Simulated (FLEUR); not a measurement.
# AlCo (Pm-3m) in FLEUR: further runs

One crystal, AlCo, is run at these levels: PBEsol; tasks: single point.

Everything below comes from runs of FLEUR MaX-R8.1 (later development tree). Logs are shortened: lines on timing, memory, paths and dates and some standing lists are left out, and cuts for length are marked.

## 1. Starting point

Symmetry: Pm-3m, No. 221, cubic system. Conventional cell: a = 2.819 Å, b = 2.819 Å, c = 2.819 Å, α = 90.00°, β = 90.00°, γ = 90.00°. Around Co (site symmetry m-3m) lie 8 Al at 2.44 Å. Around Al (site symmetry m-3m) lie 8 Co at 2.44 Å.

The cell is a database's computed one.

## 2. Single point, PBEsol, collinear spin, ferromagnetic start

inp.xml reads:

```xml
<?xml version="1.0" encoding="UTF-8" standalone="no"?>
<fleurInput fleurInputVersion="0.39">
   <comment>
      AlCo                                                                                                
   </comment>
   <calculationSetup>
      <cutoffs Kmax="5.05" Gmax="15.7" GmaxXC="15.7" numbands="0"/>
      <scfLoop itmax="60" minDistance="0.00001" maxIterBroyd="15" imix="Anderson" alpha="0.05" precondParam="0.0" spinf="2.0" sdNocoIR="T"/>
      <coreElectrons ctail="T" frcor="F" kcrel="0" coretail_lmax="0"/>
      <xcFunctional name="PBEs" relativisticCorrections="F"/>
      <magnetism jspins="2"/>
      <soc l_soc="F" theta="0.0" phi="0.0" spav="F"/>
      <expertModes spex="0" secvar="F"/>
      <geometryOptimization l_f="T" forcealpha="1.0" forcemix="BFGS" epsdisp="0.0005" epsforce="0.0002"/>
      <ldaU l_linMix="F" mixParam="0.05" spinf="1.0"/>
   </calculationSetup>
   <cell>
      <bzIntegration valenceElectrons="28.0" mode="hist" fermiSmearingEnergy="0.00183747">
         <kPointListSelection listName="default-1"/>
         <!-- k-points included here -->
         <xi:include xmlns:xi="http://www.w3.org/2001/XInclude" href="kpts.xml"> </xi:include>
      </bzIntegration>
      <!-- symmetry operations included here -->
      <xi:include xmlns:xi="http://www.w3.org/2001/XInclude" href="sym.xml"> </xi:include>
      <bulkLattice scale="1.0">
         <bravaisMatrix>
            <row-1>    5.3278999017180997     0.0000000000000000     0.0000000000000000</row-1>
            <row-2>    0.0000000000000000     5.3278999017180997     0.0000000000000000</row-2>
            <row-3>    0.0000000000000000     0.0000000000000000     5.3278999017180997</row-3>
         </bravaisMatrix>
      </bulkLattice>
   </cell>
   <atomSpecies>
      <species name="Cobalt (Co2.001" element="Co" atomicNumber="27">
         <mtSphere radius="2.2" gridPoints="751" logIncrement="0.016"/>
         <atomicCutoffs lmax="9" lnonsphr="9"/>
         <electronConfig flipSpins="F">
            <coreConfig>(1s1/2) (2s1/2) (2p1/2) (2p3/2)</coreConfig>
            <valenceConfig>(3s1/2) (3p1/2) (3p3/2) (4s1/2) (3d3/2) (3d5/2)</valenceConfig>
            <stateOccupation state="(3d3/2)" spinUp="1.5005" spinDown="1.2995"/>
            <stateOccupation state="(3d5/2)" spinUp="3.0" spinDown="1.2"/>
         </electronConfig>
         <energyParameters s="4" p="4" d="3" f="4"/>
         <lo type="SCLO" l="0" n="3" eDeriv="0"/>
         <lo type="SCLO" l="1" n="3" eDeriv="0"/>
         <lo type="SCLO" l="1" n="3" eDeriv="1"/>
         <lo type="SCLO" l="2" n="3" eDeriv="2"/>
         <lo type="SCLO" l="3" n="4" eDeriv="2"/>
      </species>
      <species name="Aluminum (Al)" element="Al" atomicNumber="13">
         <mtSphere radius="1.94" gridPoints="661" logIncrement="0.017"/>
         <atomicCutoffs lmax="8" lnonsphr="8"/>
         <electronConfig flipSpins="F">
            <coreConfig>(1s1/2)</coreConfig>
            <valenceConfig>(2s1/2) (2p1/2) (2p3/2) (3s1/2) (3p1/2) (3p3/2)</valenceConfig>
            <stateOccupation state="(3p1/2)" spinUp="0.166667" spinDown="0.166667"/>
            <stateOccupation state="(3p3/2)" spinUp="0.333333" spinDown="0.333333"/>
         </electronConfig>
         <energyParameters s="3" p="3" d="3" f="4"/>
         <lo type="SCLO" l="0" n="2" eDeriv="0"/>
         <lo type="SCLO" l="1" n="2" eDeriv="0"/>
         <lo type="SCLO" l="2" n="3" eDeriv="2"/>
         <lo type="SCLO" l="3" n="4" eDeriv="2"/>
      </species>
   </atomSpecies>
   <atomGroups>
      <atomGroup species="Cobalt (Co2.001">
         <relPos label="                   1">1.000/2.000 1.000/2.000 1.000/2.000</relPos>
         <force calculate="T" relaxXYZ="TTT"/>
      </atomGroup>
      <atomGroup species="Aluminum (Al)">
         <relPos label="                   2">.0000000000 .0000000000 .0000000000</relPos>
         <force calculate="T" relaxXYZ="TTT"/>
      </atomGroup>
   </atomGroups>
   <output dos="F" band="F" slice="F">
      <checks vchk="F" cdinf="F"/>
      <bandDOS minEnergy="-.5*Htr" maxEnergy="0.5*Htr" sigma="0.015" storeEVData="T"/>
      <vacuumDOS vacdos="F" integ="F" star="F" nstars="0" locx1="0.0" locy1="0.0" locx2="0.0" locy2="0.0" nstm="0" tworkf="0.0"/>
      <unfoldingBand unfoldBand="F" supercellX="1" supercellY="1" supercellZ="1"/>
      <plotting iplot="0" polar="F">
         <plot TwoD="T" vec1="  1.0  0.0  0.0" vec2="  0.0  1.0  0.0" vec3="  0.0  0.0  1.0" zero="  0.0  0.0  0.0" file="plot"/>
      </plotting>
      <chargeDensitySlicing numkpt="0" minEigenval="0.0" maxEigenval="0.0" nnne="0" pallst="F"/>
      <specialOutput eonly="F"/>
      <moessbauerParams electricFieldGradient="T" isomerShift="T" coreHyperfine="T" valenceHyperfine="T"/>
      <magneticCircularDichroism mcd="F" energyLo="-10.0" energyUp="0.0"/>
   </output>
  <!-- We include the file relax.xml here to enable relaxations (see documentation) -->
  <xi:include xmlns:xi="http://www.w3.org/2001/XInclude" href="relax.xml"> <xi:fallback/> </xi:include>
</fleurInput>
```

crystal.txt reads:

```
AlCo
&input cartesian=F /
2.8194032100  0.0000000000  0.0000000000
0.0000000000  2.8194032100  0.0000000000
0.0000000000  0.0000000000  2.8194032100
1.8897261246
1.0 1.0 1.0

2
27 0.5000000000  0.5000000000  0.5000000000 : 2.001
13 0.0000000000  0.0000000000  0.0000000000

&kpt div1=9 div2=9 div3=9 gamma=T /
```

Potentials or basis: all-electron, FLAPW.

On the command line:

```console
$ inpgen -f crystal.txt -profile fastHighL
$ # inp.xml edited to the form shown
$ fleur_MPI
```

The program printed:

```text
Welcome to FLEUR        (www.flapw.de)
      MaX-Release 8.1          (www.max-centre.eu)

 ========== k-point set info ==========
 Selected k-point list: default-1
 k-point list type: mesh
 9 x 9 x 9
 Number of k points: 35

 ------------Calculation Setup---------------------------
 Number of MPI-tasks      :            1
 Number of PE/node        :            1
 Number of OMP-threads    :            1
 Most efficient MPI parallelization for:
           1           5           7          35
 Additional eigenvalue parallelization possible
 Number of basis functions:          411
 Approximate size of matrices (H+S) per k-point:         0.003 GB
 --------------------------------------------------------
 Iteration:     1   Distance:      30.48977666 me/bohr^3
 Iteration:     2   Distance:      28.63053491 me/bohr^3
 Iteration:     3   Distance:      21.60996439 me/bohr^3
 Iteration:     4   Distance:       6.97759563 me/bohr^3
 Iteration:     5   Distance:       6.49925313 me/bohr^3
 Iteration:     6   Distance:       5.15192860 me/bohr^3
 Iteration:     7   Distance:       8.02300577 me/bohr^3
 Iteration:     8   Distance:       6.60770707 me/bohr^3
 Iteration:     9   Distance:       3.51601855 me/bohr^3
 Iteration:    10   Distance:       3.05540464 me/bohr^3
[... 7 lines left out ...]
 Iteration:    18   Distance:       0.06441730 me/bohr^3
 Iteration:    19   Distance:       0.02079773 me/bohr^3
 Iteration:    20   Distance:       0.01945208 me/bohr^3
 Iteration:    21   Distance:       0.00888831 me/bohr^3
 Iteration:    22   Distance:       0.00144729 me/bohr^3
 Iteration:    23   Distance:       0.00398516 me/bohr^3
 Iteration:    24   Distance:       0.00090616 me/bohr^3
 Iteration:    25   Distance:       0.00021461 me/bohr^3
 Iteration:    26   Distance:       0.00003425 me/bohr^3
 Iteration:    27   Distance:       0.00000227 me/bohr^3

 ********************************************************************
 Run finished successfully
 Stop message:
   Structural relaxation: Done
 ********************************************************************
```

Run time: 2.8 min. Hardware: 1 thread of Arm Neoverse V1, shared host; peak memory 0.07 GiB.

What came out:

| Item | Value |
| --- | --- |
| Free energy | -44481.1808 eV |
| Band gap on the k mesh | none (metal or under the smearing width) |
| Net moment | 0.00 μB per cell |
| Valence electrons inside the program's atomic spheres | Co 15.98; Al 8.91 (radii Co 2.2, Al 1.94 bohr) |

Levels at points of the mesh, in eV from the Fermi level:
Spin up:
```tsv
k point	band 11	band 12	band 13	band 14	band 15	band 16	band 17	band 18
(0.00, 0.00, 0.00)	-3.13	-0.84	-0.84	-0.84	6.10	6.10	6.10	8.91
```
Spin down:
```tsv
k point	band 10	band 11	band 12	band 13	band 14	band 15	band 16	band 17	band 18	band 19
(0.00, 0.00, 0.00)	-3.13	-3.13	-0.84	-0.84	-0.84	6.10	6.10	6.10	8.91	8.91
```

Core levels (eV from the Fermi level):
| atom | levels |
| --- | --- |
| 1 Co | 1s1/2 -7576.4, 2s1/2 -890.2, 2p1/2 -771.6, 2p3/2 -756.8 |
| 2 Al | 1s1/2 -1501.8 |

Caveat: the starting moments collapsed, and a magnetic state may lie lower.

## 3. Single point, PBEsol, collinear spin, ferromagnetic start (atoms moved at random, drawn with an rms of 0.05 Å)

inp.xml, as its differences from that of step 2:

```diff
@@ -34,3 +34,3 @@
       <species name="Cobalt (Co2.001" element="Co" atomicNumber="27">
-         <mtSphere radius="2.2" gridPoints="751" logIncrement="0.016"/>
+         <mtSphere radius="2.2" gridPoints="737" logIncrement="0.017"/>
          <atomicCutoffs lmax="9" lnonsphr="9"/>
@@ -50,3 +50,3 @@
       <species name="Aluminum (Al)" element="Al" atomicNumber="13">
-         <mtSphere radius="1.94" gridPoints="661" logIncrement="0.017"/>
+         <mtSphere radius="1.94" gridPoints="651" logIncrement="0.017"/>
          <atomicCutoffs lmax="8" lnonsphr="8"/>
@@ -67,3 +67,3 @@
       <atomGroup species="Cobalt (Co2.001">
-         <relPos label="                   1">1.000/2.000 1.000/2.000 1.000/2.000</relPos>
+         <relPos label="                   1">-.4811750000 .4935050000 .4987670000</relPos>
          <force calculate="T" relaxXYZ="TTT"/>
@@ -71,3 +71,3 @@
       <atomGroup species="Aluminum (Al)">
-         <relPos label="                   2">.0000000000 .0000000000 .0000000000</relPos>
+         <relPos label="                   2">-.0089450000 -.0064950000 -.0021340000</relPos>
          <force calculate="T" relaxXYZ="TTT"/>
```

crystal.txt, as its differences from that of step 2:

```diff
@@ -9,4 +9,4 @@
 2
-27 0.5000000000  0.5000000000  0.5000000000 : 2.001
-13 0.0000000000  0.0000000000  0.0000000000
+27 0.5188250000  0.4935050000  0.4987670000 : 2.001
+13 -0.0089450000  -0.0064950000  -0.0021340000
```

Potentials or basis: all-electron, FLAPW.

On the command line:

```console
$ inpgen -f crystal.txt -profile fastHighL
$ # inp.xml edited to the form shown
$ fleur_MPI
```

Wall time 44 min (1 thread of Arm Neoverse V1, shared host); peak memory 0.21 GiB.

It converged, with:

```yaml
Free_energy: -44481.1564 eV
Largest_force: 0.624 eV/Å
Band_gap_on_the_k_mesh: none (metal or under the smearing width)
Net_moment: 0.00 μB per cell
Valence_electrons_inside_the_program's_atomic_spheres: Co 15.98; Al 8.91 (radii Co 2.2, Al 1.94 bohr)
```

Forces on the atoms (eV/Å):
```
Co  -0.623  0.000 -0.021
Al   0.623  0.000  0.021
```

Levels at points of the mesh, in eV from the Fermi level:
Spin up:
```tsv
k point	band 12	band 13	band 14	band 15	band 16	band 17
(0.00, 0.00, 0.00)	-0.85	-0.84	-0.84	6.10	6.10	6.10
```
Spin down:
| k point | band 11 | band 12 | band 13 | band 14 | band 15 | band 16 | band 17 | band 18 |
| --- | --- | --- | --- | --- | --- | --- | --- | --- |
| (0.00, 0.00, 0.00) | -3.13 | -0.85 | -0.84 | -0.84 | 6.10 | 6.10 | 6.10 | 8.92 |

Core levels (eV from the Fermi level):
| atom | levels |
| --- | --- |
| 1 Co | 1s1/2 -7576.4, 2s1/2 -890.2, 2p1/2 -771.6, 2p3/2 -756.8 |
| 2 Al | 1s1/2 -1501.8 |

Caveat: the starting moments collapsed, and a magnetic state may lie lower.
